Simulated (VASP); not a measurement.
# Settings for Al: partial densities around the Fermi level

Al, Fm-3m (no. 225), 1 atom in the cell. LDA, partial densities in energy windows; PAW potentials Al (LDA set). VASP 6.6.1.

Wanted: electrons in the windows within 5 %; shares of the elements in the window within 0.02.

POSCAR:
```
Al
1.0
    0.0000000000      2.0248050000      2.0248050000
    2.0248050000      0.0000000000      2.0248050000
    2.0248050000      2.0248050000      0.0000000000
Al
1
Direct
    0.0000000000      0.0000000000      0.0000000000
```

The series start from k mesh: 14 × 14 × 14; Cutoff ENCUT (eV): 500; Smearing SIGMA (eV): 0.05. Each series keeps the choices made before it, and each single choice may use up half of a tolerance. Times cover all steps of a run.

## k mesh

| k mesh | Electrons in the windows, largest deviation against the largest value | Shares of the elements in the window, largest deviation | Time (s) |
|---|---|---|---|
| 6 × 6 × 6 | 78 % | 1.000 | 9.6 |
| 9 × 9 × 9 | 41 % | 0.000 | 15 |
| 14 × 14 × 14 | 6.2 % | 0.000 | 21 |
| 20 × 20 × 20 (reference) | 0 % | 0.000 | 45 |

Chosen: 20 × 20 × 20; the next looser run is off by more than half of the tolerance, so convergence isn't shown beyond this value.

## Cutoff ENCUT (eV)

| Cutoff ENCUT (eV) | Electrons in the windows, largest deviation against the largest value | Shares of the elements in the window, largest deviation | Time (s) |
|---|---|---|---|
| 300 | 0 % | 0.000 | 18 |
| 400 | 0 % | 0.000 | 28 |
| 500 | 0 % | 0.000 | 45 |
| 700 (reference) | 0 % | 0.000 | 70 |

Chosen: 300, the loosest value from which every tighter one stays within half of the tolerance.

## Smearing SIGMA (eV)

| Smearing SIGMA (eV) | Electrons in the windows, largest deviation against the largest value | Shares of the elements in the window, largest deviation | Time (s) |
|---|---|---|---|
| 0.2 | 2.8 % | 0.000 | 19 |
| 0.05 | 2.8 % | 0.000 | 18 |
| 0.02 (reference) | 0 % | 0.000 | 18 |

Chosen: 0.02; the next looser run is off by more than half of the tolerance, so convergence isn't shown beyond this value.

## All choices together

| Input | Electrons in the windows, largest deviation against the largest value | Shares of the elements in the window, largest deviation | Time (s) |
|---|---|---|---|
| program defaults, k points 0.5 per Å apart (naive) | 57 % | 0.000 | 5.8 |
| chosen settings | 0 % | 0.000 | 18 |
| reference settings throughout | 0 % | 0.000 | 64 |

The chosen settings stay within the tolerance of the reference run, but the reference itself isn't shown to be converged in: k mesh, Smearing SIGMA (eV).

Values of the reference run: Electrons in the windows: 0.2045, 0.3575, 0.432, 0.3688 electrons a cell; Shares of the elements in the window: 1, 1, 1, 1.

## The input

INCAR.step1:
```
ALGO = Normal
EDIFF = 1E-6
ENCUT = 300
GGA = CA
ISMEAR = 0
KPAR = 2
LASPH = True
LCHARG = False
LREAL = False
LWAVE = True
NBANDS = 12
NELM = 120
PREC = Accurate
SIGMA = 0.02
```

INCAR.step2, as INCAR.step1 but for:
```
- KPAR = 2
- LWAVE = True
+ EINT = -0.25 0.25
+ ISTART = 1
+ LPARD = True
+ LWAVE = False
+ NBMOD = -3
```

INCAR.step3, as INCAR.step2 but for:
```
- EINT = -0.25 0.25
+ EINT = -1 0
```

INCAR.step4 to INCAR.step5 change the same tag again: EINT = 0 1, -2 -1.

KPOINTS:
```
Automatic mesh
0
Gamma
  20 20 20
  0 0 0
```

Commands (each step's output is kept before the next begins):
```
cat potpaw_LDA.64/Al/POTCAR > POTCAR
cp INCAR.step1 INCAR
mpirun -np 2 vasp_std > vasp.out
cp INCAR.step2 INCAR
mpirun -np 1 vasp_std > vasp.out
cp INCAR.step3 INCAR
mpirun -np 1 vasp_std > vasp.out
cp INCAR.step4 INCAR
mpirun -np 1 vasp_std > vasp.out
cp INCAR.step5 INCAR
mpirun -np 1 vasp_std > vasp.out
```

The chosen input took VASP 6.6.1 18 s on 2 cores (AMD EPYC 7R43 (Zen 3)), a shared host.

## An input that fails: no bands or window named, so no partial file is written

It stopped.

Changes against the starting input:
```
(step 2)
- NBMOD = -3
- EINT = -0.25 0.25
```
